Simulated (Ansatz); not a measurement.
The system is InSe.

```xyz
4
Lattice="2.0000 1.1547 8.4400 -2.0000 1.1547 8.4400 0.0000 -2.3094 8.4400" Properties=species:S:1:pos:R:3 pbc="T T T"
In    0.0000    0.0000   22.4994
In    0.0000    0.0000    0.0000
Se    0.0000    0.0000    4.3525
Se    0.0000    0.0000    9.7102
```

| Item | Value |
| --- | --- |
| Program | Ansatz 0.2.0 |
| Task | relaxation of cell and atoms |
| Functional | rPW86-PBE |
| Potentials or basis | Ansatz PAW |
| Cutoff | 420 eV (not typed: the program's choice for these potentials) |
| k mesh | 8 × 8 × 8 |
| Occupations | fermi-dirac, width 0.05 eV |
| Spin | no spin polarisation |

At the start: volume 29.24 Å³/atom.

**Question.** Where does the relaxation end?

**Answer.** It ends after 8 steps and the volume is 33.79 Å³/atom (+15.6 %); space group R3m (No. 160, to 0.05 Å).

The path:
```
step  energy change (eV)  largest force (eV/Å)  volume (Å³)
   1              0.0000                0.5035       116.95
   2             -0.1816                0.3199       132.31
   3             -0.1832                0.2172       136.64
   4             -0.2018                0.0263       134.11
   5             -0.2027                0.0045       133.95
   6             -0.2030                0.0049       134.47
   7             -0.2031                0.0007       135.17
   8             -0.2055                0.0013       135.17
```

Final structure:
```
In Se
1.0
     2.08920    1.20620    8.93970
    -2.08920    1.20620    8.93970
     0.00000   -2.41240    8.93970
In Se
2 2
Direct
  0.89083 0.89083 0.89083
  0.99784 0.99784 0.99784
  0.17698 0.17698 0.17698
  0.37835 0.37835 0.37835
```

Caveat: the volume moved by over 15 % at a fixed basis, so the end points are rough; the plane-wave basis is chosen anew once the cell has moved, so the energies of steps on either side of that aren't comparable; the volume moved by +16 % from the deposited cell, more than functionals usually miss; the PAW data sets come from PBE, with cores solved anew for the run's functional, which leaves a small shift of forces and pressure.
